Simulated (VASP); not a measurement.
# Br (Cmce) in VASP: settings compared

Aim: see how the results for Br move with the level of theory and the settings. Levels: r2SCAN, PBE. Tasks: relaxation of cell and atoms.

Everything below comes from runs of VASP 6.6.1. Logs are shortened: lines on timing, memory, paths and dates and some standing lists are left out, and cuts for length are marked.

### Step 1. Starting point

Symmetry: Cmce, No. 64, orthorhombic system. Conventional cell: a = 4.867 Å, b = 3.308 Å, c = 7.590 Å, α = 90.00°, β = 90.00°, γ = 90.00°. Around Br (site symmetry m) lie 3 Br at 2.27 to 2.54 Å.

### Step 2. Relaxation of cell and atoms, r2SCAN, target pressure 72 GPa, at which the enthalpy is minimised

INCAR

```
SYSTEM = Br
  ALGO = Normal
  EDIFF = 1E-6
  EDIFFG = -0.01
  ENCUT = 600
  IBRION = 2
  ISIF = 3
  ISMEAR = 0
  LASPH = .True.
  LCHARG = .False.
  LMIXTAU = .True.
  LREAL = .False.
  LWAVE = .False.
  METAGGA = R2SCAN
  NELM = 80
  NSW = 90
  PREC = Accurate
  PSTRESS = 720.0
  SIGMA = 0.03
```

KPOINTS

```
k-points
0
Gamma
  10 10 4
  0 0 0
```

POSCAR

```
Br
1.0
    2.4335000000     -1.6541500000      0.0000000000
    2.4335000000      1.6541500000      0.0000000000
    0.0000000000      0.0000000000      7.5901000000
Br
4
Direct
    0.1950000000      0.8050000000      0.6228400000
    0.8050000000      0.1950000000      0.3771600000
    0.3050000000      0.6950000000      0.1228400000
    0.6950000000      0.3050000000      0.8771600000
```

Potentials or basis: VASP PAW PBE potentials, release 64 (Br).

The run is started by

```console
> cat potpaw_PBE.64/Br/POTCAR > POTCAR
> mpirun -np 1 vasp_std > vasp.out
```

OUTCAR:

```text
SYSTEM = Br
   EDIFF = 1E-6
   EDIFFG = -0.01
   ENCUT = 600
   IBRION = 2
   ISIF = 3
   ISMEAR = 0
   LASPH = .True.
   LREAL = .False.
   METAGGA = R2SCAN
   NELM = 80
   NSW = 90
   PREC = Accurate
   PSTRESS = 720.0

 ion  position               nearest neighbor table
   1  0.195  0.805  0.623-   2 2.27   4 2.54   4 2.54   2 2.75
   2  0.805  0.195  0.377-   1 2.27   3 2.54   3 2.54   1 2.75
   3  0.305  0.695  0.123-   4 2.27   2 2.54   2 2.54   4 2.75
   4  0.695  0.305  0.877-   3 2.27   1 2.54   1 2.54   3 2.75

  LATTYP: Found a base centered orthorhombic cell.
 ALAT       =     3.3083000000
 B/A-ratio  =     1.4711483239
 C/A-ratio  =     2.2942598918

  Lattice vectors:

 A1 = (  -2.4335000000,  -1.6541500000,   0.0000000000)
 A2 = (   2.4335000000,  -1.6541500000,   0.0000000000)
 A3 = (   0.0000000000,   0.0000000000,   7.5901000000)

Analysis of symmetry for initial positions (statically):
=====================================================================
 Subroutine PRICEL returns:
 Original cell was already a primitive cell.

 Routine SETGRP: Setting up the symmetry group for a
 base centered orthorhombic supercell.

 Subroutine GETGRP returns: Found  8 space group operations
 (whereof  4 operations were pure point group operations)
 out of a pool of  8 trial point group operations.

The static configuration has the point symmetry C_2h.
 The point group associated with its full space group is D_2h.

Analysis of symmetry for dynamics (positions and initial velocities):
=====================================================================
 Subroutine PRICEL returns:
 Original cell was already a primitive cell.

 Routine SETGRP: Setting up the symmetry group for a
 base centered orthorhombic supercell.

 Subroutine GETGRP returns: Found  8 space group operations
 (whereof  4 operations were pure point group operations)
 out of a pool of  8 trial point group operations.

The dynamic configuration has the point symmetry C_2h.
 The point group associated with its full space group is D_2h.

 Subroutine INISYM returns: Found  8 space group operations
 (whereof  4 operations are pure point group operations),
 and found     1 'primitive' translations

----------------------------------------------------------------------------------------

[... 109 lines left out ...]
   EMIN   =  10.00;   EMAX   =-10.00  energy-range for DOS
   EFERMI =   0.00;   METHOD = LEGACY
   ISMEAR =     0;   SIGMA  =   0.03  broadening in eV -4-tet -1-fermi 0-gaus
   EFERMI_NEDOS =   21; number of points for ismear=-14 and -15
   IALGO  =     38    algorithm
   IMIX   =      4    mixing-type and parameters
     AMIX     =   0.40;   BMIX     =  1.00
     AMIX_MAG =   1.60;   BMIX_MAG =  1.00
  volume/ion in A,a.u.               =      15.28       103.09
  Fermi-wavevector in a.u.,A,eV,Ry     =   1.262117  2.385055 21.673253  1.592939
  Thomas-Fermi vector in A             =   2.395541
   LORBIT       =      0    0 simple, 1 ext, 2 COOP (PROOUT), +10 PAW based schemes
   METAGGA = R2SCAN    functional components
   LHFCALC =     F    Hartree Fock is set to
   AEXX    =    0.0000 exact exchange contribution
   IVDW    =     0    specifies the selected vdW correction
   LEPSILON=     F    determine dielectric tensor
   LRPA    =     F    only Hartree local field effects (RPA)
 conjugate gradient relaxation of ions
 non-spin polarized calculation
 Gauss-broadening in eV      SIGMA  =   0.03
  energy-cutoff  :      600.00
  volume of cell :       61.11
 maximum number of plane-waves:      2076
   NGX = 11   NGY = 11   NGZ = 31

--------------------------------------- Ionic step        1  -------------------------------------------

 number of electron      27.9999997 magnetization

 Free energy of the ion-electron system (eV)
  ---------------------------------------------------
  ext. energy  EPLUGINS =         0.00000000
  ---------------------------------------------------
  free energy    TOTEN  =       -45.62359820 eV

  energy without entropy =      -45.62355581  energy(sigma->0) =      -45.62357700

------------------------ aborting loop because EDIFF is reached ----------------------------------------

  FORCE on cell =-STRESS in cart. coord.  units (eV):
  Direction    XX          YY          ZZ          XY          YZ          ZX
  --------------------------------------------------------------------------------------
  -------------------------------------------------------------------------------------
  Total       29.7145641     28.9267258     29.0360127      0.0000000     -0.0000000      0.0000000
  in kB      779.1053979    758.4485550    761.3140197      0.0000000     -0.0000000      0.0000000
  external PRESSURE =      46.2893242 kB  Pullay stress =     720.0000000 kB
[... 103 lines left out ...]
  energy  without entropy=      -46.1213104398  energy(sigma->0) =      -46.12132695

  enthalpy is  TOTEN    =       -18.1826628398 eV   P V=       27.9386806106

[... ionic steps 4 to 10 ...]

--------------------------------------- Ionic step       11  -------------------------------------------

 number of electron      28.0000000 magnetization

------------------------ aborting loop because EDIFF is reached ----------------------------------------
[... 75 lines left out ...]
--------------------------------------- Ionic step       13  -------------------------------------------

 number of electron      28.0000001 magnetization

 Free energy of the ion-electron system (eV)
  ---------------------------------------------------
  ext. energy  EPLUGINS =         0.00000000
  ---------------------------------------------------
  free energy    TOTEN  =       -46.00391308 eV

  energy without entropy =      -46.00365080  energy(sigma->0) =      -46.00378194

 E-fermi :   9.1956     XC(G=0): -12.5185

 val. band max:        9.1426019287   @ k =   0.5000   0.5000   0.5000
 cond. band min:       9.2006491917   @ k =   0.2000   0.0000   0.0000
 fundamental gap:      0.0580472630
 Fermi energy:         9.1955692129

 k-point     1 :       0.0000    0.0000    0.0000
  band No.  band energies     occupation
      1     -12.8051      2.00000
      2     -10.6151      2.00000
      3     -10.1698      2.00000
      4      -5.2203      2.00000
      5      -0.7802      2.00000
      6       4.1019      2.00000
[... 481 lines left out ...]
      5       0.5430      2.00000
      6       0.9601      2.00000
[... 10 lines left out ...]
     17      13.7628      0.00000
     18      15.3927      0.00000

 [... further k-points ...]
[... 5 lines left out ...]
  --------------------------------------------------------------------------------------
  -------------------------------------------------------------------------------------
  Total       27.8265082     27.8079983     27.8301902      0.0000000      0.0000000      0.0000000
  in kB      720.4407407    719.9615115    720.5360703      0.0000000      0.0000000      0.0000000
  external PRESSURE =       0.3127742 kB  Pullay stress =     720.0000000 kB
[... 23 lines left out ...]
  energy  without entropy=      -46.0036508003  energy(sigma->0) =      -46.00378194

  enthalpy is  TOTEN    =       -18.1944281748 eV   P V=       27.8094849095

 reached required accuracy - stopping structural energy minimisation
```

OSZICAR:

```text
N       E                     dE             d eps       ncg     rms          rms(c)
DAV:   1     0.156226832523E+03    0.15623E+03   -0.15451E+04  3348   0.165E+03
DAV:   2    -0.414010667550E+02   -0.19763E+03   -0.19408E+03  4734   0.266E+02
DAV:   3    -0.519192970578E+02   -0.10518E+02   -0.10376E+02  4066   0.696E+01
[... 126 lines left out ...]
DAV:   2    -0.460038925984E+02    0.34636E-04   -0.91103E-04  3682   0.211E-01    0.516E-02
DAV:   3    -0.460039071360E+02   -0.14538E-04   -0.10749E-04  3876   0.940E-02    0.191E-02
DAV:   4    -0.460039068708E+02    0.26520E-06   -0.25269E-05  3596   0.435E-02    0.582E-03
DAV:   5    -0.460039106680E+02   -0.37972E-05   -0.79429E-06  3434   0.286E-02    0.468E-03
DAV:   6    -0.460039127313E+02   -0.20633E-05   -0.12369E-06  1764   0.111E-02    0.111E-03
DAV:   7    -0.460039130843E+02   -0.35300E-06   -0.82225E-07  1722   0.101E-02
  13 F= -.18194428E+02 E0= -.18194297E+02  d E =-.115759E-03
```

CONTCAR:

```text
Br
   1.00000000000000
     2.4629103305917583   -1.6540571771865074    0.0000000000000000
     2.4629103305917583    1.6540571771865074   -0.0000000000000000
     0.0000000000000000   -0.0000000000000000    7.5952472602763006
  Br
     4
Direct
     0.2037309051553391    0.7962690948446610    0.6237760661906437
     0.7962690948446610    0.2037309051553391    0.3762239338093561
     0.2962690948446609    0.7037309051553390    0.1237760661906439
     0.7037309051553390    0.2962690948446609    0.8762239338093563

  0.00000000E+00  0.00000000E+00  0.00000000E+00
  0.00000000E+00  0.00000000E+00  0.00000000E+00
  0.00000000E+00  0.00000000E+00  0.00000000E+00
  0.00000000E+00  0.00000000E+00  0.00000000E+00
```

It took 28 min on 1 thread of Intel Xeon Platinum 8488C (Sapphire Rapids), shared host; peak memory 0.28 GiB.

Results:

| Item | Value |
| --- | --- |
| Free energy | -46.0039 eV |
| Relaxed volume | 15.47 Å³/atom |
| Relaxed cell | a = 2.967 Å, b = 2.967 Å, c = 7.595 Å, α = 90.00°, β = 90.00°, γ = 67.77° |
| Space group after relaxing (to 0.05 Å) | Cmce (No. 64) |
| Energy change on relaxing (the enthalpy is what falls) | -95.1 meV/atom |
| Ionic steps | 13 |
| Pressure after relaxing | 72.0 GPa |
| Largest force after relaxing | 0.009 eV/Å |
| Band gap on the k mesh | none (metal or under the smearing width) |

Forces on the atoms (eV/Å):
```
Br   0.000 -0.001 -0.009
Br   0.000  0.001  0.009
Br   0.000  0.001 -0.009
Br   0.000 -0.001  0.009
```

The path:
| step | energy change (eV) | largest force (eV/Å) | pressure (GPa) | volume (Å³) |
| --- | --- | --- | --- | --- |
| 1 | 0.0000 | 0.3844 | 76.63 | 61.11 |
| 2 | -1.6732 | 0.3963 | 58.20 | 65.09 |
| 3 | -0.4977 | 0.1703 | 71.19 | 62.17 |
| 4 | -0.4462 | 0.1832 | 72.10 | 62.04 |
| 5 | -0.4586 | 0.1631 | 71.90 | 62.07 |
| 6 | -0.4086 | 0.0734 | 72.15 | 61.95 |
| 7 | -0.3627 | 0.0401 | 72.37 | 61.84 |
| 8 | -0.4900 | 0.0299 | 70.81 | 62.13 |
| 9 | -0.3996 | 0.0198 | 71.93 | 61.93 |
| 10 | -0.3903 | 0.0174 | 72.01 | 61.91 |
| 11 | -0.3908 | 0.0167 | 72.01 | 61.91 |
| 12 | -0.3875 | 0.0140 | 72.01 | 61.90 |
| 13 | -0.3803 | 0.0094 | 72.03 | 61.88 |

Final structure:
```xyz
4
Lattice="2.4629 -1.6541 0.0000 2.4629 1.6541 0.0000 0.0000 0.0000 7.5952" Properties=species:S:1:pos:R:3 pbc="T T T"
Br    2.4629    0.9801    4.7377
Br    2.4629   -0.9801    2.8575
Br    2.4629    0.6740    0.9401
Br    2.4629   -0.6740    6.6551
```

Levels at points of the mesh, in eV from the Fermi level:
```tsv
k point	band 12	band 13	band 14	band 15	band 16	band 17
(0.00, 0.00, 0.00)	-0.68	-0.60	-0.29	2.07	3.32	4.32
(0.50, 0.00, 0.00)	-2.91	-2.16	-2.16	3.26	3.26	5.62
(0.50, 0.50, 0.00)	-3.83	-3.62	-3.18	0.37	1.58	2.94
(0.00, 0.00, 0.50)	-0.59	-0.43	-0.43	1.82	1.82	5.65
(0.50, 0.00, 0.50)	-3.05	-0.34	-0.34	0.57	0.57	6.69
(0.50, 0.50, 0.50)	-5.16	-2.72	-2.72	-0.05	-0.05	4.94
```

Caveat: the cell is relaxed towards a set pressure, so the enthalpy falls and the energy may rise; the PAW data sets were made with another functional, which shifts forces and pressure a little.

[end of part 1 of 2]
